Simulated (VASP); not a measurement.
**Si2Ni under changes of volume**

One of the cells (12.751 Å³/atom); the others are scaled copies at fixed shape and fractional positions:

```
CELL_PARAMETERS angstrom
0.00000 2.67431 2.67431
2.67431 0.00000 2.67431
2.67431 2.67431 0.00000
ATOMIC_POSITIONS crystal
Ni 0.00000 0.00000 0.00000
Si 0.75000 0.75000 0.75000
Si 0.25000 0.25000 0.25000
```

* Program: VASP 6.6.1
* Functional: LDA
* Potentials or basis: VASP PAW LDA potentials, release 64 (Ni, Si)
* Cutoff: 520 eV
* k mesh: 8 × 8 × 8
* Occupations: fermi-dirac, width 0.05 eV
* Spin: collinear spin, ferromagnetic start
* Starting moments: [1.0, 0.0, 0.0] μB

```csv
volume (Å³/atom),energy over the lowest point (meV/atom),pressure (GPa)
12.241,?,?
12.496,2.38,3.3
12.751,0.00,0.0
13.006,2.57,-3.0
13.261,9.54,-5.7
```

Question: What does the run at 12.241 Å³/atom give?

Answer: Energy over the lowest point 10.58 meV/atom; pressure 7.2 GPa.

Worked out: A Birch-Murnaghan fit of order 2 (a polynomial in V^(-2/3)) to the other rows has its minimum at 12.74 Å³/atom with B0 = V·E''(V) = 155 GPa. It gives 10.17 meV/atom at 12.241 Å³/atom, against the run's 10.58, and -dE/dV = 6.7 GPa, against 7.2.

Energies are extrapolated to zero smearing.
